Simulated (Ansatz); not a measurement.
Si3N4 and a variant

Base: a structure deposited in the COD, its atoms then relaxed with PBE in this cell.

```yaml
crystal:
  lattice:
    - [7.59500, 0.00000, 0.00000]
    - [-3.79750, 6.57746, 0.00000]
    - [0.00000, 0.00000, 2.90230]
  atoms:
    - { symbol: Si, position: [0.76732, 0.17356, 0.32564] }
    - { symbol: Si, position: [0.59376, 0.76732, 0.82564] }
    - { symbol: Si, position: [0.82644, 0.59376, 0.32564] }
    - { symbol: Si, position: [0.23268, 0.82644, 0.82564] }
    - { symbol: Si, position: [0.40624, 0.23268, 0.32564] }
    - { symbol: Si, position: [0.17356, 0.40624, 0.82564] }
    - { symbol: N, position: [0.02936, 0.32975, 0.32565] }
    - { symbol: N, position: [0.69961, 0.02936, 0.82565] }
    - { symbol: N, position: [0.67025, 0.69961, 0.32565] }
    - { symbol: N, position: [0.97064, 0.67025, 0.82565] }
    - { symbol: N, position: [0.30039, 0.97064, 0.32565] }
    - { symbol: N, position: [0.32975, 0.30039, 0.82565] }
    - { symbol: N, position: [0.33333, 0.66667, 0.82553] }
    - { symbol: N, position: [0.66667, 0.33333, 0.32553] }
```

Atom numbers follow the list; atoms alike are taken as one site, whose name carries the number of the first.

Method: Kohn–Sham DFT in Ansatz, PBE, plane waves and PAW, scalar-relativistic, 420 eV cutoff, Γ-centred 4×4×10 k-points, Fermi–Dirac smearing 0.02 eV.

Problem. Variant: atom 5 (Si) moved by 0.10 Å along (0.000, 0.100, 0.000) Å. What happens to the gradients (10²¹ V/m²)?

Solution. 

| site | atoms | V_zz base | η base | V_zz variant | η variant |
| --- | --- | --- | --- | --- | --- |
| Si1 | 1 | 0.99 | 0.42 | 0.90 | 0.11 |
| Si2 | 2 | 0.99 | 0.42 | 1.00 | 0.59 |
| Si3 | 3 | 0.99 | 0.42 | 1.05 | 0.11 |
| Si4 | 4 | 0.99 | 0.42 | 1.13 | 0.25 |
| Si5 | 5 | 0.99 | 0.42 | 3.72 | 0.14 |
| Si6 | 6 | 0.99 | 0.42 | 1.08 | 0.46 |
| N7 | 7 | -4.90 | 0.07 | -4.94 | 0.07 |
| N8 | 8 | -4.90 | 0.07 | -5.04 | 0.05 |
| N9 | 9 | -4.90 | 0.07 | -4.72 | 0.09 |
| N10 | 10 | -4.90 | 0.07 | -4.87 | 0.09 |
| N11 | 11 | -4.90 | 0.07 | -5.06 | 0.10 |
| N12 | 12 | -4.90 | 0.07 | -4.73 | 0.18 |
| N13 | 13 | -4.83 | 0.00 | -4.83 | 0.05 |
| N14 | 14 | -4.83 | 0.00 | -4.66 | 0.16 |

The largest change of V_zz is on Si5, from 0.99 to 3.72. Where |V_zz| stays above 0.1 and the axes keep their order, η moves most on Si1, from 0.42 to 0.11. On Si4 V_xx and V_yy change places (or their axes turn by over 50°), so the two values of η hide a larger change. The number of symmetry-distinct sites goes from 3 to 14.

For the base: At this cell the PBE pressure is 6 GPa, so with PBE the cell would grow if it were relaxed.
For the variant: At this cell the PBE pressure is 7 GPa, so with PBE the cell would grow if it were relaxed. The atoms aren't relaxed after the move (largest force 2.9 eV/Å).
